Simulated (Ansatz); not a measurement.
**ZrO2 (fluorite), frozen-phonon scan**

ZrO2 (fluorite)

```
CELL_PARAMETERS angstrom
      0.00000     5.11587     5.11587
      2.55794     0.00000     2.55794
      2.55794     2.55794     0.00000
ATOMIC_POSITIONS crystal
  Zr 0.00000 0.00000 0.00000
  Zr 0.50000 0.00000 0.00000
  O  0.12500 0.25000 0.25000
  O  0.62500 0.25000 0.25000
  O  0.37500 0.75000 0.75000
  O  0.87500 0.75000 0.75000
```

A phonon eigenvector at L = (0.5, 0.0, 0.0) is frozen into this cell: atom i moves by Q times the vector below, so Q is the largest atomic displacement, in Å. The cell is held. It is one choice among 2 degenerate patterns. (q is in reciprocal vectors of the primitive cell; the cell shown is doubled to hold the pattern.)

| atom | x | y | z |
|---|---|---|---|
| O3 | 0.285 | -0.520 | 0.805 |
| O4 | -0.285 | 0.520 | -0.805 |
| O5 | 0.285 | -0.520 | 0.805 |
| O6 | -0.285 | 0.520 | -0.805 |

Atoms not listed stay in place.

Computed with PBE (plane waves to 420 eV, PAW, scalar-relativistic; Ansatz, a quantum-chemistry and plane-wave program). k mesh 11×11×11 (Γ-centred), Fermi-Dirac smearing 0.05 eV. Energies are smeared free energies. Stress and pressure are positive under compression. This is a high-temperature form of ZrO2. ZrO2 is run without spin polarisation. ZrO2 was relaxed with its symmetry unable to fall. The zero of ΔE is the undisplaced structure.

```csv
Q (Å),ΔE (meV/cell),−dE/dQ from forces (eV/Å),P (GPa)
-0.280,2222,16.342,13.9
-0.233,1529,13.372,9.5
-0.187,971,10.543,6.1
-0.140,543,7.818,3.4
-0.093,240,5.169,1.5
-0.047,60,2.572,0.4
0.000,0,0.000,0.0
0.047,60,-2.572,0.4
0.093,240,-5.169,1.5
0.140,543,-7.818,3.4
0.187,971,-10.543,6.1
0.233,1529,-13.372,9.5
0.280,2222,-16.342,13.9
```

Derived quantities:

* **Energy at Q = 0.280 Å**: 2222 meV/cell
* **Space group of the distorted cell**: P-1 (No. 2), lowered from Fm-3m
* **Symmetry of the curve**: even: the same for both signs
* **Shape of the curve**: a single well with its minimum at or next to zero displacement
* **Harmonic wavenumber from the curvature (finite differences)**: 484 cm⁻¹
* **Wavenumber by perturbation theory (DFPT, on another k mesh)**: 484 cm⁻¹

(For displaced atoms, the force is minus the slope of the energy, and its curvature is a force constant, which sets phonon frequencies.)
